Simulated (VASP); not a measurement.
Crystal: Cd.

```xyz
1
Lattice="3.1369 0.0000 0.0000 1.5685 2.7167 0.0000 1.5685 0.9056 2.5613" Properties=species:S:1:pos:R:3 pbc="T T T"
Cd    0.0000    0.0000    0.0000
```

This isn't the form of Cd at room conditions, which is hcp.

| Quantity | Value |
| --- | --- |
| Program | VASP 6.6.1 |
| Task | relaxation of cell and atoms |
| Functional | LDA |
| Potentials or basis | VASP PAW LDA potentials, release 54 (Cd) |
| Cutoff | 600 eV |
| k mesh | 10 × 10 × 10 |
| Occupations | methfessel-paxton, width 0.2 eV |
| Spin | no spin polarisation |

At the start: pressure -4.4 GPa; volume 21.83 Å³/atom.

Problem. How do energy, volume and symmetry change on relaxing?

Solution. Over 18 steps the energy falls by 23.9 meV/atom and the volume is 20.11 Å³/atom (-7.9 %); space group Fm-3m (No. 225, to 0.05 Å).

The path:
| step | energy change (eV) | largest force (eV/Å) | pressure (GPa) | volume (Å³) |
| --- | --- | --- | --- | --- |
| 1 | 0.0000 | 0.0000 | -4.38 | 21.83 |
| 2 | -0.0092 | 0.0000 | -3.59 | 21.44 |
| 3 | -0.0204 | 0.0000 | -1.93 | 20.75 |
| 4 | -0.0233 | 0.0000 | 0.61 | 19.92 |
| 5 | -0.0234 | 0.0000 | 0.57 | 19.93 |
| 6 | -0.0235 | 0.0000 | 0.49 | 19.95 |
| 7 | -0.0236 | 0.0000 | 0.38 | 19.98 |
| 8 | -0.0237 | 0.0000 | 0.24 | 20.02 |
| 9 | -0.0238 | 0.0000 | 0.09 | 20.07 |
| 10 | -0.0239 | 0.0000 | -0.07 | 20.12 |
| 11 | -0.0239 | 0.0000 | -0.07 | 20.12 |
| 12 | -0.0239 | 0.0000 | -0.07 | 20.12 |
| 13 | -0.0239 | 0.0000 | -0.06 | 20.12 |
| 14 | -0.0239 | 0.0000 | -0.06 | 20.11 |
| 15 | -0.0239 | 0.0000 | -0.05 | 20.11 |
| 16 | -0.0239 | 0.0000 | -0.05 | 20.11 |
| 17 | -0.0239 | 0.0000 | -0.04 | 20.11 |
| 18 | -0.0239 | 0.0000 | -0.03 | 20.11 |

Final structure:
```cif
data_structure
_symmetry_space_group_name_H-M 'P 1'
_symmetry_Int_Tables_number 1
_cell_length_a 3.0522
_cell_length_b 3.0522
_cell_length_c 3.0522
_cell_angle_alpha 60.000
_cell_angle_beta 60.000
_cell_angle_gamma 60.000
_cell_volume 20.11
loop_
_atom_site_label
_atom_site_type_symbol
_atom_site_fract_x
_atom_site_fract_y
_atom_site_fract_z
_atom_site_occupancy
Cd1 Cd 0.00000 0.00000 0.00000 1
```
